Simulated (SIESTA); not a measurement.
Runs of SIESTA 5.4.2 on WS2. The cell holds a slab with vacuum, 3 atoms: a = 3.184 Å, b = 3.184 Å, c = 16.951 Å, α = 90.00°, β = 90.00°, γ = 120.00°. 

```csv
task,level,potentials or basis,cell,k mesh,optimiser,force tolerance,stress tolerance (GPa),displacement,polarization grid,grid cutoff,gap on the mesh (eV),largest force (eV/Å)
relaxation of cell and atoms,PBEsol,"PseudoDojo 0.4 standard (PBEsol files), DZP (energy shift 0.003 Ry; two zetas on semicore shells)",relaxed,8 × 8 × 2,Broyden,0.01 eV/Å,0.05,-,-,1200 Ry,2.30,-
optical spectrum,PBEsol,"PseudoDojo 0.4 standard (PBEsol files), DZP (energy shift 0.003 Ry; two zetas on semicore shells)",as given,10 × 10 × 2,-,-,-,-,-,800 Ry,(b),0.30
single point,PBE,"PseudoDojo 0.4 standard (PBE files), DZP (energy shift 0.003 Ry; two zetas on semicore shells)",as given,10 × 10 × 2,-,-,-,-,-,800 Ry,2.00,(a)
single point,PBE,"PseudoDojo 0.4 standard (PBE files), DZP (energy shift 0.003 Ry; two zetas on semicore shells)","atoms moved at random, drawn with an rms of 0.05 Å",10 × 10 × 2,-,-,-,-,-,800 Ry,1.92,1.98
```

Alike in all rows: no spin polarisation; smearing fermi-dirac 0.05 eV; energy shift 0.003 Ry.

**Question.** Estimate the missing entries.

**Answer.** (a) 0.69; (b) 1.99.

Caveats: short orbitals over semicore shells can move pressures by several GPa; spin-orbit coupling is left out, which moves the levels of the heavy elements; the basis of atomic orbitals isn't converged, which shifts pressures, moduli and gaps; the basis holds too few empty states to meet the f-sum rule, so the spectrum is short of weight at high energy (some runs); spectra need much finer meshes, so this one isn't converged (some runs); independent-particle spectra lack excitons (some runs).

A k mesh can miss the band edges, and the runs leave out spin-orbit coupling on W.
